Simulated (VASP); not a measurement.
# Ag (Im-3m) in VASP: single point with HSE06

Aim: the single point of Ag with HSE06.

Program: VASP 6.6.1. These are calculated values, not measurements. Logs are shortened: lines on timing, memory, paths and dates and some standing lists are left out, and cuts for length are marked.

### 1 Starting point

It takes space group Im-3m (No. 229, cubic). Conventional cell: a = 3.223 Å, b = 3.223 Å, c = 3.223 Å, α = 90.00°, β = 90.00°, γ = 90.00°. Around Ag (site symmetry m-3m) lie 8 Ag at 2.79 Å.

This isn't the form of Ag at room conditions, which is fcc.

### 2 Single point, HSE06

POSCAR

```
Ag
1.0
   -1.6115900000      1.6115900000      1.6115900000
    1.6115900000     -1.6115900000      1.6115900000
    1.6115900000      1.6115900000     -1.6115900000
Ag
1
Direct
    0.0000000000      0.0000000000      0.0000000000
```

INCAR.step1

```
PREC     = Accurate       # precision mode
ENCUT    = 520            # plane-wave cutoff, eV
EDIFF    = 1E-5           # SCF threshold, eV
ISMEAR   = 0              # smearing method
SIGMA    = 0.1            # smearing width, eV
LREAL    = F              # projectors in reciprocal space
LASPH    = T              # aspherical terms in the spheres
NELM     = 80             # most SCF steps
ALGO     = Normal         # electronic algorithm
ISIF     = 2              # what is computed and relaxed
LWAVE    = T              # write WAVECAR
NBANDS   = 12             # bands
GGA      = PE             # functional
```

INCAR.step2

```
PREC     = Accurate       # precision mode
ENCUT    = 520            # plane-wave cutoff, eV
EDIFF    = 1E-6           # SCF threshold, eV
ISMEAR   = 0              # smearing method
SIGMA    = 0.1            # smearing width, eV
LREAL    = F              # projectors in reciprocal space
LASPH    = T              # aspherical terms in the spheres
NELM     = 80             # most SCF steps
ALGO     = Normal         # electronic algorithm
ISIF     = 2              # what is computed and relaxed
LWAVE    = F              # write WAVECAR
LCHARG   = T              # write CHGCAR
GGA      = PE             # functional
LHFCALC  = T              # exact exchange
HFSCREEN = 0.2            # screening, 1/A
PRECFOCK = Fast         
LELF     = T              # ELF
LVHAR    = T            
NBANDS   = 12             # bands
ISTART   = 1
```

KPOINTS

```
Automatic mesh
0
Gamma
  8 8 8
```

Potentials or basis: VASP PAW PBE potentials, release 64 (Ag).

Started as:

```bash
> cat potpaw_PBE.64/Ag/POTCAR > POTCAR
> cp INCAR.step1 INCAR
> mpirun -np 1 vasp_std > vasp.out
> cp INCAR.step2 INCAR
> mpirun -np 1 vasp_std > vasp.out
```

OUTCAR:

```text
PREC = Accurate
   ENCUT = 520
   EDIFF = 1E-6
   ISMEAR = 0
   LREAL = F
   LASPH = T
   NELM = 80
   ISIF = 2
   GGA = PE
   LHFCALC = T
   HFSCREEN = 0.2
   PRECFOCK = Fast
   ISTART = 1

 ion  position               nearest neighbor table
   1  0.000  0.000  0.000-

  LATTYP: Found a body centered cubic cell.
 ALAT       =     3.2231800000

  Lattice vectors:

 A1 = (  -1.6115900000,   1.6115900000,   1.6115900000)
 A2 = (   1.6115900000,  -1.6115900000,   1.6115900000)
 A3 = (   1.6115900000,   1.6115900000,  -1.6115900000)

Analysis of symmetry for initial positions (statically):
=====================================================================
 Subroutine PRICEL returns:
 Original cell was already a primitive cell.

 Routine SETGRP: Setting up the symmetry group for a
 body centered cubic supercell.

 Subroutine GETGRP returns: Found 48 space group operations
 (whereof 48 operations were pure point group operations)
 out of a pool of 48 trial point group operations.

The static configuration has the point symmetry O_h .

Analysis of symmetry for dynamics (positions and initial velocities):
=====================================================================
 Subroutine PRICEL returns:
 Original cell was already a primitive cell.

 Routine SETGRP: Setting up the symmetry group for a
 body centered cubic supercell.

 Subroutine GETGRP returns: Found 48 space group operations
 (whereof 48 operations were pure point group operations)
 out of a pool of 48 trial point group operations.

The dynamic configuration has the point symmetry O_h .

 Subroutine INISYM returns: Found 48 space group operations
 (whereof 48 operations are pure point group operations),
 and found     1 'primitive' translations

----------------------------------------------------------------------------------------

                                     Primitive cell

  volume of cell :      16.7426

  direct lattice vectors                    reciprocal lattice vectors
    -1.611590000  1.611590000  1.611590000     0.000000000  0.310252608  0.310252608
     1.611590000 -1.611590000  1.611590000     0.310252608  0.000000000  0.310252608
     1.611590000  1.611590000 -1.611590000     0.310252608  0.310252608  0.000000000

  length of vectors
     2.791355761  2.791355761  2.791355761     0.438763446  0.438763446  0.438763446

  position of ions in fractional coordinates (direct lattice)
[... 89 lines left out ...]
   NUPDOWN=      -1.0000    fix difference up-down
   EMIN   =  10.00;   EMAX   =-10.00  energy-range for DOS
   EFERMI =   0.00;   METHOD = LEGACY
   ISMEAR =     0;   SIGMA  =   0.10  broadening in eV -4-tet -1-fermi 0-gaus
   EFERMI_NEDOS =   21; number of points for ismear=-14 and -15
   IALGO  =     38    algorithm
   IMIX   =      1    mixing-type and parameters
     AMIX     =   0.40;   BMIX     =  1.00
     AMIX_MAG =   1.60;   BMIX_MAG =  1.00
  volume/ion in A,a.u.               =      16.74       112.98
  Fermi-wavevector in a.u.,A,eV,Ry     =   1.423195  2.689449 27.558394  2.025485
  Thomas-Fermi vector in A             =   2.543819
   LORBIT       =      0    0 simple, 1 ext, 2 COOP (PROOUT), +10 PAW based schemes
   GGA     = PE    functional components
   LHFCALC =     T    Hartree Fock is set to
   PRECFOCK=fast      Normal, Fast or Accurate (Low or Medium for compatibility)
   ENCUT4O =  -1.0   cutoff for four orbital integrals eV
   NKREDX  =     1    reduce k-point grid by
   NKREDY  =     1    reduce k-point grid by
   NKREDZ  =     1    reduce k-point grid by
   AEXX    =    0.2500 exact exchange contribution
   HFSCREEN=    0.2000 screening length (either q_TF or 0.3 A-1)
   HFSCREENC=   0.2000 screening length for correlation (either q_TF or 0.3 A-1)
   ENCUTFOCK=  -1.0 apply spherical cutoff to Coloumb kernel
   IVDW    =     0    specifies the selected vdW correction
   LEPSILON=     F    determine dielectric tensor
   LRPA    =     F    only Hartree local field effects (RPA)
 non-spin polarized calculation
 Gauss-broadening in eV      SIGMA  =   0.10
  energy-cutoff  :      520.00
  volume of cell :       16.74
 maximum number of plane-waves:       466
 NGX is ok and might be reduce to    24
  NGX = 14; NGY = 14; NGZ = 14

 number of electron      10.9999997 magnetization

 Free energy of the ion-electron system (eV)
  ---------------------------------------------------
  ext. energy  EPLUGINS =         0.00000000
  ---------------------------------------------------
  free energy    TOTEN  =        -2.74801608 eV

  energy without entropy =       -2.74214910  energy(sigma->0) =       -2.74508259

 E-fermi :   8.6389     XC(G=0): -10.0278

 val. band max:        8.6387187002   @ k =   0.3750   0.1250   0.0000
 cond. band min:       8.7629039064   @ k =   0.2500   0.2500   0.0000
 fundamental gap:      0.1241852062
 Fermi energy:         8.6389244685

 k-point     1 :       0.0000    0.0000    0.0000
  band No.  band energies     occupation
      1      -0.3079      2.00000
      2       2.1680      2.00000
      3       2.1680      2.00000
      4       2.1680      2.00000
      5       3.5984      2.00000
      6       3.5985      2.00000
      7      27.6140      0.00000
      8      27.6140      0.00000
      9      27.6140      0.00000
     10      34.2929      0.00000
     11      34.2929      0.00000
     12      34.8242      0.00000
[... 331 lines left out ...]
 k-point    24 :      -0.3750    0.3750    0.2500
  band No.  band energies     occupation
      1       1.4217      2.00000
      2       1.7779      2.00000
      3       2.7526      2.00000
      4       3.2083      2.00000
      5       4.1763      2.00000
      6       9.0558      0.00000
      7      18.0995      0.00000
      8      20.7164      0.00000
      9      23.2443      0.00000
     10      25.7676      0.00000
     11      33.5066      0.00000
     12      35.3859      0.00000

 [... further k-points ...]
[... 5 lines left out ...]
  --------------------------------------------------------------------------------------
  -------------------------------------------------------------------------------------
  Total        0.6992852      0.6992852      0.6992852     -0.0000000      0.0000000     -0.0000000
  in kB       66.9177333     66.9177333     66.9177333     -0.0000000      0.0000000     -0.0000000
  external PRESSURE =      66.9177333 kB  Pullay stress =       0.0000000 kB

 VOLUME and BASIS-vectors are now :
 -----------------------------------------------------------------------------
  energy-cutoff  :      520.00
  volume of cell :       16.74
      direct lattice vectors                 reciprocal lattice vectors
    -1.611590000  1.611590000  1.611590000     0.000000000  0.310252608  0.310252608
     1.611590000 -1.611590000  1.611590000     0.310252608  0.000000000  0.310252608
     1.611590000  1.611590000 -1.611590000     0.310252608  0.310252608  0.000000000

 POSITION                                       TOTAL-FORCE (eV/Angst)
 -----------------------------------------------------------------------------------
      0.00000      0.00000      0.00000         0.000000     -0.000000     -0.000000
 -----------------------------------------------------------------------------------
    total drift:                               -0.000009      0.000023     -0.000022

  FREE ENERGIE OF THE ION-ELECTRON SYSTEM (eV)
  ---------------------------------------------------
  free  energy   TOTEN  =        -2.7480160842 eV

  energy  without entropy=       -2.7421491026  energy(sigma->0) =       -2.74508259
```

OUTCAR.step1:

```text
PREC = Accurate
   ENCUT = 520
   EDIFF = 1E-5
   ISMEAR = 0
   LREAL = F
   LASPH = T
[... 577 lines left out ...]

 POSITION                                       TOTAL-FORCE (eV/Angst)
 -----------------------------------------------------------------------------------
      0.00000      0.00000      0.00000        -0.000000     -0.000000      0.000000
 -----------------------------------------------------------------------------------
    total drift:                               -0.000000      0.000000      0.000000

  FREE ENERGIE OF THE ION-ELECTRON SYSTEM (eV)
  ---------------------------------------------------
  free  energy   TOTEN  =        -2.6124405669 eV

  energy  without entropy=       -2.6068039333  energy(sigma->0) =       -2.60962225
```

It took 9.5 min on 1 thread of Intel Xeon 6975P-C (Granite Rapids), shared host; peak memory 0.25 GiB.

What came out:

```yaml
Free_energy: -2.7480 eV
Pressure: 6.7 GPa
Band_gap_on_the_k_mesh: none (metal or under the smearing width)
```

Levels at points of the mesh, in eV from the Fermi level:
```
           k point  band 3  band 4  band 5  band 6  band 7  band 8  band 9  band 10
(0.00, 0.00, 0.00)   -6.47   -6.47   -5.04   -5.04   18.98   18.98   18.98    25.65
(0.50, 0.00, 0.00)   -5.07   -4.86   -3.82   -0.21    4.79   14.26   15.79    21.36
(0.50, 0.50, 0.50)   -4.10   -4.10   -4.10    7.66    7.66    7.66   14.48    14.53
```

Caveat: the PAW data sets were made with another functional, which shifts forces and pressure a little.
